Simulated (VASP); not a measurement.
# CaF2 (Fluorite) (Fm-3m) in VASP: further runs

Runs on CaF2 (Fluorite). Level: LDA. Tasks: relaxation of cell and atoms.

All numbers are computed with VASP 6.6.1; they aren't measurements. Logs are shortened: lines on timing, memory, paths and dates and some standing lists are left out, and cuts for length are marked.

### 1 Starting point

The structure is cubic, space group Fm-3m (No. 225). The conventional cell has a = 5.462 Å, b = 5.462 Å, c = 5.462 Å, α = 90.00°, β = 90.00°, γ = 90.00°. Ca (site symmetry m-3m) is surrounded by 8 F at 2.37 Å. F (site symmetry -43m) is surrounded by 4 Ca at 2.37 Å.

### 2 Relaxation of cell and atoms, LDA

Contents of INCAR:

```
PREC = Accurate ; ENCUT = 600
EDIFF = 1E-6 ; ISMEAR = 0
SIGMA = 0.03 ; LREAL = F
LASPH = T ; NELM = 80
ALGO = Normal ; ISIF = 3
LWAVE = F ; LCHARG = F
IBRION = 2 ; NSW = 90
EDIFFG = -0.01 ; KPAR = 2
```

Contents of KPOINTS:

```
regular mesh
0
Gamma
  8 8 8
```

Contents of POSCAR:

```
CaF2
1.0
    0.0000000000      2.7310000000      2.7310000000
    2.7310000000      0.0000000000      2.7310000000
    2.7310000000      2.7310000000      0.0000000000
Ca F
1 2
Direct
    0.0000000000      0.0000000000      0.0000000000
    0.2500000000      0.2500000000      0.2500000000
    0.7500000000      0.7500000000      0.7500000000
```

Potentials or basis: VASP PAW LDA potentials, release 64 (Ca_sv, F).

Started as:

```
$ cat potpaw_LDA.64/Ca_sv/POTCAR potpaw_LDA.64/F/POTCAR > POTCAR
$ mpirun -np 2 vasp_std > vasp.out
```

OUTCAR:

```text
PREC = Accurate
   ENCUT = 600
   EDIFF = 1E-6
   ISMEAR = 0
   LREAL = F
   LASPH = T
   NELM = 80
   ISIF = 3
   IBRION = 2
   NSW = 90
   EDIFFG = -0.01

 ion  position               nearest neighbor table
   1  0.000  0.000  0.000-   3 2.37   3 2.37   3 2.37   2 2.37   3 2.37   2 2.37   2 2.37   2 2.37

   2  0.250  0.250  0.250-   1 2.37   1 2.37   1 2.37   1 2.37
   3  0.750  0.750  0.750-   1 2.37   1 2.37   1 2.37   1 2.37

  LATTYP: Found a face centered cubic cell.
 ALAT       =     5.4620000000

  Lattice vectors:

 A1 = (   0.0000000000,   2.7310000000,   2.7310000000)
 A2 = (   2.7310000000,   0.0000000000,   2.7310000000)
 A3 = (   2.7310000000,   2.7310000000,   0.0000000000)

Analysis of symmetry for initial positions (statically):
=====================================================================
 Subroutine PRICEL returns:
 Original cell was already a primitive cell.

 Routine SETGRP: Setting up the symmetry group for a
 face centered cubic supercell.

 Subroutine GETGRP returns: Found 48 space group operations
 (whereof 48 operations were pure point group operations)
 out of a pool of 48 trial point group operations.

The static configuration has the point symmetry O_h .

Analysis of symmetry for dynamics (positions and initial velocities):
=====================================================================
 Subroutine PRICEL returns:
 Original cell was already a primitive cell.

 Routine SETGRP: Setting up the symmetry group for a
 face centered cubic supercell.

 Subroutine GETGRP returns: Found 48 space group operations
 (whereof 48 operations were pure point group operations)
 out of a pool of 48 trial point group operations.

The dynamic configuration has the point symmetry O_h .

 Subroutine INISYM returns: Found 48 space group operations
 (whereof 48 operations are pure point group operations),
 and found     1 'primitive' translations

----------------------------------------------------------------------------------------

                                     Primitive cell

  volume of cell :      40.7376

  direct lattice vectors                    reciprocal lattice vectors
     0.000000000  2.731000000  2.731000000    -0.183083120  0.183083120  0.183083120
[... 96 lines left out ...]
   POTIM  = 0.5000    time-step for ionic-motion
   TEBEG  =    0.0;   TEEND  =   0.0 temperature during run
   PSTRESS=    0.0 pullay stress
   NELECT =      24.0000    total number of electrons
   NUPDOWN=      -1.0000    fix difference up-down
   EMIN   =  10.00;   EMAX   =-10.00  energy-range for DOS
   EFERMI =   0.00;   METHOD = LEGACY
   ISMEAR =     0;   SIGMA  =   0.03  broadening in eV -4-tet -1-fermi 0-gaus
   EFERMI_NEDOS =   21; number of points for ismear=-14 and -15
   IALGO  =     38    algorithm
   IMIX   =      4    mixing-type and parameters
     AMIX     =   0.40;   BMIX     =  1.00
     AMIX_MAG =   1.60;   BMIX_MAG =  1.00
  volume/ion in A,a.u.               =      13.58        91.64
  Fermi-wavevector in a.u.,A,eV,Ry     =   1.372398  2.593457 25.626266  1.883477
  Thomas-Fermi vector in A             =   2.498009
   LORBIT       =      0    0 simple, 1 ext, 2 COOP (PROOUT), +10 PAW based schemes
   GGA     = CA    functional components
   LHFCALC =     F    Hartree Fock is set to
   AEXX    =    0.0000 exact exchange contribution
   IVDW    =     0    specifies the selected vdW correction
   LEPSILON=     F    determine dielectric tensor
   LRPA    =     F    only Hartree local field effects (RPA)
 conjugate gradient relaxation of ions
 non-spin polarized calculation
 Gauss-broadening in eV      SIGMA  =   0.03
  energy-cutoff  :      600.00
  volume of cell :       40.74
 maximum number of plane-waves:      1380
   NGX = 15   NGY = 15   NGZ = 15

--------------------------------------- Ionic step        1  -------------------------------------------

 number of electron      23.9999989 magnetization

 Free energy of the ion-electron system (eV)
  ---------------------------------------------------
  ext. energy  EPLUGINS =         0.00000000
  ---------------------------------------------------
  free energy    TOTEN  =       -18.96198822 eV

  energy without entropy =      -18.96198822  energy(sigma->0) =      -18.96198822

------------------------ aborting loop because EDIFF is reached ----------------------------------------

  FORCE on cell =-STRESS in cart. coord.  units (eV):
  Direction    XX          YY          ZZ          XY          YZ          ZX
  --------------------------------------------------------------------------------------
  -------------------------------------------------------------------------------------
  Total       -1.5851662     -1.5851662     -1.5851662     -0.0000000     -0.0000000      0.0000000
  in kB      -62.3433731    -62.3433731    -62.3433731     -0.0000000     -0.0000000      0.0000000
  external PRESSURE =     -62.3433731 kB  Pullay stress =       0.0000000 kB
[... 61 lines left out ...]
--------------------------------------- Ionic step        3  -------------------------------------------

 number of electron      23.9999999 magnetization

 Free energy of the ion-electron system (eV)
  ---------------------------------------------------
  ext. energy  EPLUGINS =         0.00000000
  ---------------------------------------------------
  free energy    TOTEN  =       -19.02046032 eV

  energy without entropy =      -19.02046032  energy(sigma->0) =      -19.02046032

 E-fermi :  -0.7427     XC(G=0): -10.7355

 val. band max:       -0.9563036918   @ k =   0.5000   0.5000   0.0000
 cond. band min:       6.3783187898   @ k =   0.0000   0.0000   0.0000
 fundamental gap:      7.3346224816
 Fermi energy:        -0.7426740136

 k-point     1 :       0.0000    0.0000    0.0000
  band No.  band energies     occupation
      1     -36.0617      2.00000
      2     -20.6689      2.00000
      3     -19.7325      2.00000
      4     -17.2999      2.00000
      5     -17.2999      2.00000
      6     -17.2999      2.00000
[... 433 lines left out ...]
      3     -20.4903      2.00000
      4     -17.3999      2.00000
      5     -17.1034      2.00000
      6     -16.7802      2.00000
[... 8 lines left out ...]
     15       9.2652      0.00000
     16       9.7250      0.00000

 [... further k-points ...]

------------------------ aborting loop because EDIFF is reached ----------------------------------------

  FORCE on cell =-STRESS in cart. coord.  units (eV):
  Direction    XX          YY          ZZ          XY          YZ          ZX
  --------------------------------------------------------------------------------------
  -------------------------------------------------------------------------------------
  Total       -0.0035269     -0.0035269     -0.0035269      0.0000000     -0.0000000      0.0000000
  in kB       -0.1490278     -0.1490278     -0.1490278      0.0000000     -0.0000000      0.0000000
  external PRESSURE =      -0.1490278 kB  Pullay stress =       0.0000000 kB
[... 18 lines left out ...]
  FREE ENERGIE OF THE ION-ELECTRON SYSTEM (eV)
  ---------------------------------------------------
  free  energy   TOTEN  =       -19.0204603223 eV

  energy  without entropy=      -19.0204603223  energy(sigma->0) =      -19.02046032

 reached required accuracy - stopping structural energy minimisation
```

OSZICAR:

```text
N       E                     dE             d eps       ncg     rms          rms(c)
DAV:   1     0.238354002290E+03    0.23835E+03   -0.14922E+04   928   0.170E+03
DAV:   2    -0.964319143085E+01   -0.24800E+03   -0.24407E+03  1192   0.415E+02
DAV:   3    -0.198759168081E+02   -0.10233E+02   -0.10225E+02  1048   0.944E+01
[... 24 lines left out ...]
DAV:   3    -0.190205328401E+02    0.65310E-03   -0.12768E-03  1336   0.460E-01    0.718E-02
DAV:   4    -0.190204424712E+02    0.90369E-04   -0.86562E-04  1488   0.238E-01    0.277E-02
DAV:   5    -0.190204446537E+02   -0.21825E-05   -0.13224E-05  1024   0.383E-02    0.249E-02
DAV:   6    -0.190204604203E+02   -0.15767E-04   -0.27054E-05  1528   0.440E-02    0.548E-03
DAV:   7    -0.190204603223E+02    0.98088E-07   -0.10057E-06   856   0.136E-02
   3 F= -.19020460E+02 E0= -.19020460E+02  d E =-.584721E-01
```

It took 20 s on 2 MPI ranks of Intel Xeon Platinum 8259CL at 2.50GHz (Skylake/Cascade Lake), shared host; peak memory 0.17 GiB.

What came out:

```yaml
Free_energy: -19.0205 eV
Relaxed_volume: 12.64 Å³/atom
Relaxed_cell: a = 3.771 Å, b = 3.771 Å, c = 3.771 Å, α = 60.00°, β = 60.00°, γ = 60.00°
Space_group_after_relaxing_to_0.05_Å: Fm-3m (No. 225)
Energy_gained_by_relaxing: 19.5 meV/atom
Ionic_steps: 3
Pressure_after_relaxing: 0.0 GPa
Band_gap_on_the_k_mesh: 7.33 eV, indirect (least direct gap 7.61 eV)
```

The path:
| step | energy change (eV) | largest force (eV/Å) | pressure (GPa) | volume (Å³) |
| --- | --- | --- | --- | --- |
| 1 | 0.0000 | 0.0000 | -6.23 | 40.74 |
| 2 | -0.0581 | 0.0000 | 0.60 | 37.70 |
| 3 | -0.0585 | 0.0000 | -0.01 | 37.92 |

Final structure:
```
CELL_PARAMETERS angstrom
0.00000 2.66647 2.66647
2.66647 0.00000 2.66647
2.66647 2.66647 0.00000
ATOMIC_POSITIONS crystal
Ca 0.00000 0.00000 0.00000
F 0.25000 0.25000 0.25000
F 0.75000 0.75000 0.75000
```

A k mesh can miss the band edges. Zero-point motion and thermal expansion aren't in these numbers.

### 3 Relaxation of cell and atoms, LDA

This run uses another cell than the first one, of 12.64 Å³/atom, 0.931 times its volume.

Contents of INCAR:

```
PREC = Accurate ; ENCUT = 600
EDIFF = 1E-7 ; ISMEAR = 0
SIGMA = 0.03 ; LREAL = F
LASPH = T ; NELM = 80
ALGO = Normal ; ISIF = 3
LWAVE = F ; LCHARG = F
IBRION = 2 ; NSW = 90
EDIFFG = -0.005 ; KPAR = 2
```

KPOINTS is that of step 2.

Contents of POSCAR:

```
CaF2                                    
1.0
    0.0000000000      2.6664665290      2.6664665290
    2.6664665290     -0.0000000000      2.6664665290
    2.6664665290      2.6664665290     -0.0000000000
  Ca              F             
     1     2
Direct
     0.0000000000000000    0.0000000000000000    0.0000000000000000
     0.2500000000000000    0.2500000000000000    0.2500000000000000
     0.7500000000000000    0.7500000000000000    0.7500000000000000
```

Potentials or basis: VASP PAW LDA potentials, release 64 (Ca_sv, F).

Started as:

```
$ cat potpaw_LDA.64/Ca_sv/POTCAR potpaw_LDA.64/F/POTCAR > POTCAR
$ mpirun -np 2 vasp_std > vasp.out
```

Wall time 15 s (2 MPI ranks of Intel Xeon Platinum 8259CL at 2.50GHz (Skylake/Cascade Lake), shared host); peak memory 0.16 GiB.

It converged, with:

```
Free energy                            : -19.0118 eV
Relaxed volume                         : 12.65 Å³/atom
Relaxed cell                           : a = 3.772 Å, b = 3.772 Å, c = 3.772 Å, α = 60.00°, β = 60.00°, γ = 60.00°
Space group after relaxing (to 0.05 Å) : Fm-3m (No. 225)
Energy gained by relaxing              : 0.0 meV/atom
Ionic steps                            : 2
Pressure after relaxing                : 0.0 GPa
Band gap on the k mesh                 : 7.33 eV, indirect (least direct gap 7.60 eV)
```

Final structure:
```
Ca F
1.0
     0.00000    2.66734    2.66734
     2.66734    0.00000    2.66734
     2.66734    2.66734    0.00000
Ca F
1 2
Direct
  0.00000 0.00000 0.00000
  0.25000 0.25000 0.25000
  0.75000 0.75000 0.75000
```

Levels at points of the mesh, in eV from the valence-band top:
| k point | band 9 | band 10 | band 11 | band 12 | band 13 | band 14 | band 15 | band 16 |
| --- | --- | --- | --- | --- | --- | --- | --- | --- |
| (0.00, 0.00, 0.00) | -2.41 | -0.27 | -0.27 | -0.27 | 7.33 | 9.29 | 9.29 | 11.76 |
| (0.50, 0.00, 0.00) | -1.42 | -1.36 | -0.90 | -0.90 | 9.55 | 9.55 | 10.12 | 10.65 |
| (0.50, 0.50, 0.00) | -1.77 | -0.42 | -0.42 | 0.00 | 8.05 | 9.84 | 10.39 | 11.31 |
